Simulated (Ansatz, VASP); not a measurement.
**One calculation of BN, two programs**

```xyz
4
Lattice="2.4909 0.0000 0.0000 -1.2455 2.1572 0.0000 0.0000 0.0000 4.1217" Properties=species:S:1:pos:R:3 pbc="T T T"
B     0.0000    1.4381    0.0040
B     1.2455    0.7191    2.0649
N     0.0000    1.4381    1.5458
N     1.2455    0.7191    3.6066
```

Alike in both runs: functional PBE; k mesh 12 × 12 × 7; occupations fermi-dirac, width 0.1 eV; no spin polarisation.

Ansatz relaxed the structure, and its values are those at the end. VASP's run is a single point on that final structure, the one shown.

|  | VASP | Ansatz |
| --- | --- | --- |
| version | VASP 6.6.1 | Ansatz 0.2.0 |
| potentials or method | VASP PAW PBE potentials, release 64 (B, N) | PAW with Ansatz's default frozen-core files, scalar-relativistic |
| plane-wave cutoff (eV) | 520 | 420 |
| valence electrons in the cell | 16 | 16 |

|  | VASP | Ansatz | Ansatz less VASP |
| --- | --- | --- | --- |
| gap on the k mesh at the Fermi level (eV) | 5.04 | 5.06 | +0.017 |

Caveats: an odd mesh through Γ misses points on the zone boundary, where band edges often lie. PBE gaps usually lie below the measured ones, often by a third to a half.
